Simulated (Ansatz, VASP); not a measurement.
# GaSb: VASP beside Ansatz, part 2 of 2

Wanted: the spread between two codes on one cell, functional and k mesh. The structure shown is the start of the Ansatz relaxation below; VASP solves that cell, so the two are compared at the walk's first step.

VASP 6.6.1 and Ansatz 0.2.0.

So far. Step 4 (Differences): The forces differ by 0.6 meV/Å r.m.s., which is 1.3 % of the r.m.s. force of 0.051 eV/Å (both taken over all components).

## 7. VASP: single point, PBEsol, start cell, pair 2

Level of this step: PBEsol; plane waves and PAW (Ga_d, Sb) (VASP).

The same cell, functional, mesh and smearing now go to VASP, with its own data sets.

The input, INCAR:

```
SYSTEM = GaSb
PREC = Accurate
ENCUT = 400
EDIFF = 1E-06
NELM = 120
ISMEAR = 1
SIGMA = 0.2
LREAL = .FALSE.
ALGO = Normal
GGA = PS
NBANDS = 15
LORBIT = 11
LWAVE = .FALSE.
LCHARG = .FALSE.
ISIF = 2
LASPH = .TRUE.
GGA_COMPAT = .FALSE.
KPAR = 2
```

The input, POSCAR:

```
GaSb
1.0
   -0.0310660000      3.0257190000      3.0692900000
    3.0257190000     -0.0310660000      3.0692900000
    2.9946530000      2.9946530000      0.0000000000
Ga Sb
1 1
Direct
    0.0007851979      0.0007851979      0.9992148021
    0.7492148021      0.7492148021      0.7507850309
```

The input, KPOINTS:

```
Automatic mesh
0
Gamma
12 12 12
0 0 0
```

PAW data sets: Ga_d and Sb (PBE family, release 64).

On the command line:

```
$ mpirun -np 2 vasp_std
```

Numbers of over 12 decimals in the logs are rounded to 6 here.

What it wrote:

```text
[banner, memory and clock lines left out]
running    2 mpi-ranks, on    1 nodes
[...]
[... a notice as in an earlier step ...]

 LDA part: xc-table for (Slater+PW92), standard interpolation
 POSCAR, INCAR and KPOINTS ok, starting setup
[...]
entering main loop
       N       E                     dE             d eps       ncg     rms          rms(c)
DAV:   1     0.729509840076E+02    0.72951E+02   -0.76820E+03  8520   0.128E+03
DAV:   2    -0.270101309923E+01   -0.75652E+02   -0.73079E+02  9709   0.272E+02
DAV:   3    -0.815532498856E+01   -0.54543E+01   -0.54404E+01 10010   0.630E+01
DAV:   4    -0.824798661897E+01   -0.92662E-01   -0.92644E-01 10464   0.927E+00
[...]
DAV:  10    -0.814644557335E+01    0.68116E-05   -0.21035E-05 11029   0.404E-02    0.106E-02
DAV:  11    -0.814645528842E+01   -0.97151E-05   -0.12372E-05  9625   0.247E-02    0.467E-03
DAV:  12    -0.814645539018E+01   -0.10177E-06   -0.41967E-07  8799   0.635E-03
   1 F= -.81464554E+01 E0= -.81466056E+01  d E =0.450750E-03
```

OUTCAR, selected parts (step 7):

```text
  Total        0.3431651      0.3431651      0.1125779      0.3677408      0.0000000      0.0000000
  in kB        9.7844050      9.7844050      3.2098489     10.4851112      0.0000000      0.0000000
  external PRESSURE =       7.5928863 kB  Pullay stress =       0.0000000 kB

 POSITION                                       TOTAL-FORCE (eV/Angst)
 -----------------------------------------------------------------------------------
      2.99465      2.99465      0.00482         0.000000      0.000000      0.078665
      4.49198      4.49198      4.59911        -0.000000     -0.000000     -0.078665
 -----------------------------------------------------------------------------------
    total drift:                                0.000051      0.000051      0.001100

  FREE ENERGIE OF THE ION-ELECTRON SYSTEM (eV)
  ---------------------------------------------------
  free  energy   TOTEN  =        -8.1464553902 eV

  energy  without entropy=       -8.1469061401  energy(sigma->0) =       -8.14660564

[... 1 part as in an earlier step ...]

[... 2 further parts left out ...]
[key lines of the parts left out:]
E-fermi :   5.0098
```

The run ends at a pressure of 0.76 GPa, with forces up to 0.079 eV/Å.

## 8. Comparison

What differs besides the data sets and the points named for the pairs above, as far as they apply: the data sets hold 28 valence electrons in Ansatz (on its PAW soft_1 files) and 18 in VASP. Total energies have different zeros and are not compared.

Forces (eV/Å; atoms numbered as in POSCAR):

| atom | Ansatz x, y, z | VASP x, y, z |
| --- | --- | --- |
| Ga1 | 0.000, 0.000, 0.078 | 0.000, 0.000, 0.079 |
| Sb2 | 0.000, 0.000, -0.078 | 0.000, 0.000, -0.079 |

The forces differ by 0.2 meV/Å r.m.s., which is 0.5 % of the r.m.s. force of 0.045 eV/Å (both taken over all components).

## 9. Further runs

Further runs change the set-up of one program: Ansatz's method, potentials or start, or VASP's data sets, cutoff or form of LDA. The table gives that difference for each run.

| run | r.m.s. force difference (meV/Å) |
| --- | --- |
| as above | 0.22 |
| VASP with a cutoff of 500 eV (perhaps on Ansatz's relaxed cell) | 0.15 |

## 10. Ansatz: relaxation, PBEsol

The two programs are compared at the cell with which this relaxation starts, whose forces are those of its first step. The cell compared in this pair holds 55.88 Å³, against 56.19 Å³ for the pair before.

The structure compared here is the start of the Ansatz relaxation; VASP solves that cell, so the two are compared at the walk's first step.

The input, input.yaml:

```yaml
crystal:
  lattice:
    - [-0.047037374, 3.0111326501, 3.082327028]
    - [3.0111326501, -0.047037374, 3.082327028]
    - [2.9640952761, 2.9640952761, 0.0]
  atoms:
    - { symbol: Ga, position: [0.0015776742, 0.0015776742, -0.0015776742] }
    - { symbol: Sb, position: [0.7484223258, 0.7484223258, 0.7515776742] }
  conventional_axes: [[0, 0, 1], [1, -1, 0], [1, 1, -1]]
kpoints:
  mp_grid: { grid: [12, 12, 12] }
hamiltonian:
  xc: pbesol
  pseudopotentials: { kind: paw, azcp: { folder: soft_1 }, xc_functional: pbe }
scf:
  occupations: { method: methfessel_paxton, width: 0.2 }
output:
  forces: true
  stress: true
  eigenvalues: true
relax:
  adjacent_minimum: "off"
  f_tol: 0.001
  max_steps: 60
  cell: { stress_tol: 0.01, fix: [a, angles] }
```

On the command line:

```
$ ansatz run input.yaml --threads 4 --pin off --max-ram 10240MiB --backend cpu --events-out ev --progress --plain --runs-dir out
```

What it wrote:

```text
[...]
Crystal: 2 atoms, lattice volume = 55.881 Å³
Basis set: ecut = 420 eV, 1083 PW (Γ), exchange–correlation on 60×60×60 points (8 copies of the dense FFT grid, shifted against one another)
Bands: 18, of which v1, the nominal top of the filled ones, is band 14 counted from 1 (13 counted from 0)
Symmetry: 4 space group operations
[...]
k-points: 280 of 1728 (time reversal used)
[...]
k-point 279: bands = [... 10 lower, -1.2513, 0.9500, 5.2272, 5.5844, 8.7742, 9.3199, 16.6693, 16.8165]
--- Relaxed structure (3 steps of the walk, 3 accepted, 1 SCFs on fresh bases) ---
[...]
cell:  # Å, volume = 56.1505 Å³
    - [-0.047880, 3.011975, 3.095497]
    - [3.011975, -0.047880, 3.095497]
    - [2.9640952761, 2.9640952761, 0.0]
  atoms:
    - { symbol: Ga, position: [0.00238993, 0.00238993, -0.00238993] }
    - { symbol: Sb, position: [0.747610, 0.747610, 0.752390] }
[key lines of the parts left out:]
SCF converged after 8 iterations
Free energy (F): -10151.602762 eV
Fermi energy:    8.093534 eV
P = ⅓ Tr σ = 0.8743 GPa (8.743 kbar)
```

## 11. VASP: single point, PBEsol, start cell, pair 3

The same cell, functional, mesh and smearing now go to VASP, with its own data sets.

INCAR is that of step 7.

The input, POSCAR:

```
GaSb
1.0
   -0.0470370000      3.0111330000      3.0823270000
    3.0111330000     -0.0470370000      3.0823270000
    2.9640950000      2.9640950000      0.0000000000
Ga Sb
1 1
Direct
    0.0015777041      0.0015777041      0.9984222954
    0.7484223770      0.7484223770      0.7515775392
```

KPOINTS is that of step 7.

On the command line:

```
$ mpirun -np 2 vasp_std
```

What it wrote:

```text
[... set-up lines as in an earlier step ...]
 entering main loop
       N       E                     dE             d eps       ncg     rms          rms(c)
DAV:   1     0.729356185161E+02    0.72936E+02   -0.76823E+03  8495   0.129E+03
DAV:   2    -0.278083313226E+01   -0.75716E+02   -0.73277E+02  9646   0.269E+02
DAV:   3    -0.815160030617E+01   -0.53708E+01   -0.53579E+01 10150   0.625E+01
DAV:   4    -0.824174086809E+01   -0.90141E-01   -0.90129E-01 10318   0.919E+00
[...]
DAV:  10    -0.813841889593E+01    0.69007E-05   -0.22449E-05 11058   0.405E-02    0.106E-02
DAV:  11    -0.813842882216E+01   -0.99262E-05   -0.12482E-05  9513   0.244E-02    0.468E-03
DAV:  12    -0.813842892795E+01   -0.10579E-06   -0.41436E-07  8778   0.598E-03
   1 F= -.81384289E+01 E0= -.81385290E+01  d E =0.300236E-03
```

Parts of OUTCAR (step 11):

```text
  Total        0.5065588      0.5065588      0.1184527      0.5308831      0.0000000      0.0000000
  in kB       14.5237245     14.5237245      3.3961998     15.2211337      0.0000006      0.0000006
  external PRESSURE =      10.8145496 kB  Pullay stress =       0.0000000 kB

 POSITION                                       TOTAL-FORCE (eV/Angst)
 -----------------------------------------------------------------------------------
      2.96410      2.96410      0.00973         0.000000      0.000000      0.082301
      4.44614      4.44614      4.61377        -0.000000     -0.000000     -0.082301
 -----------------------------------------------------------------------------------
    total drift:                                0.000012      0.000012      0.001131

  FREE ENERGIE OF THE ION-ELECTRON SYSTEM (eV)
  ---------------------------------------------------
  free  energy   TOTEN  =        -8.1384289279 eV

  energy  without entropy=       -8.1387291643  energy(sigma->0) =       -8.13852901

[... 1 part as in an earlier step ...]

[... 2 further parts left out ...]
[key lines of the parts left out:]
E-fermi :   5.1261
```

The run ends at a pressure of 1.08 GPa, with forces up to 0.082 eV/Å.

## 12. Comparison

What differs besides the data sets and the points named for the pairs above, as far as they apply: the data sets hold 28 valence electrons in Ansatz (on its PAW soft_1 files) and 18 in VASP. Total energies have different zeros and are not compared.

Forces (eV/Å; atoms numbered as in POSCAR):

| atom | Ansatz x, y, z | VASP x, y, z |
| --- | --- | --- |
| Ga1 | 0.000, 0.000, 0.082 | 0.000, 0.000, 0.082 |
| Sb2 | 0.000, 0.000, -0.082 | 0.000, 0.000, -0.082 |

The forces differ by 0.4 meV/Å r.m.s., which is 0.8 % of the r.m.s. force of 0.048 eV/Å (both taken over all components).

## 13. Summary of results

| Quantity | Value |
| --- | --- |
| r.m.s. force difference (single point, PBEsol, start cell, pair 1) | 0.64 meV/Å |
| r.m.s. force difference (single point, PBEsol, start cell, pair 2) | 0.22 meV/Å |
| r.m.s. force difference (single point, PBEsol, start cell, pair 3) | 0.38 meV/Å |

In words: The r.m.s. force difference is 0.64 meV/Å (single point, PBEsol, start cell, pair 1), within the 12 meV/Å picked in this series as the mark of a large difference. The data sets hold unlike numbers of valence electrons (28 in Ansatz and 18 in VASP), so part of the differences comes from the potentials. Single point, PBEsol, start cell, pair 1, VASP with a cutoff of 500 eV (perhaps on Ansatz's relaxed cell): r.m.s. force difference goes from 0.64 to 0.21 meV/Å. Single point, PBEsol, start cell, pair 2, VASP with a cutoff of 500 eV (perhaps on Ansatz's relaxed cell): r.m.s. force difference goes from 0.22 to 0.15 meV/Å. 11 further runs of this series are not shown here. Such differences can come from data sets, numerical settings and the points named under the comparisons, not from the functional's error against experiment.

[Lines on the potential files, build, host, timing and source positions are cut from VASP's logs without a mark.]

[Logs are printed without paths, hosts, clocks, repeated set-up lines and the standing remarks that a program may print on its own settings, such as how far it seeks lower states.]

[Hosts, paths, dates, database ids (printed as entryN), source tags and the programs' standing remarks are cut or masked in the printed files.]

[Rows of further runs with another cutoff or data set may stand on the cell that Ansatz relaxed, not on the start cell of the pair above them.]
